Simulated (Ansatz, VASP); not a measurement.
## Au: VASP beside Ansatz

```
Au
1.0
     0.00000    2.09481    2.09481
     2.09481    0.00000    2.09481
     2.09481    2.09481    0.00000
Au
1
Direct
  0.00000 0.00000 0.00000
```

Alike in both runs: functional PBE; k mesh 18 × 18 × 18; occupations gaussian, width 0.1 eV; no spin polarisation.

Ansatz relaxed the structure, and its values are those at the end. VASP's run is a single point on that final structure, the one shown.

|  | VASP | Ansatz |
| --- | --- | --- |
| version | VASP 6.6.1 | Ansatz 0.2.0 |
| potentials or method | VASP PAW PBE potentials, release 64 (Au) | scalar-relativistic, plane waves, PAW |
| plane-wave cutoff (eV) | 520 | 420 |
| valence electrons in the cell | 11 | 19 |

|  | VASP | Ansatz | Ansatz less VASP |
| --- | --- | --- | --- |
| gap on the k mesh at the Fermi level (eV) | none | none | - |
| pressure (GPa) | -3.2 | -3.0 | +0.22 |

A gap of «none» marks a metal or a gap that the smearing closes. The two sets of potentials don't hold the same shells in valence.

The runs have no spin-orbit coupling, so splittings on Au are missing.
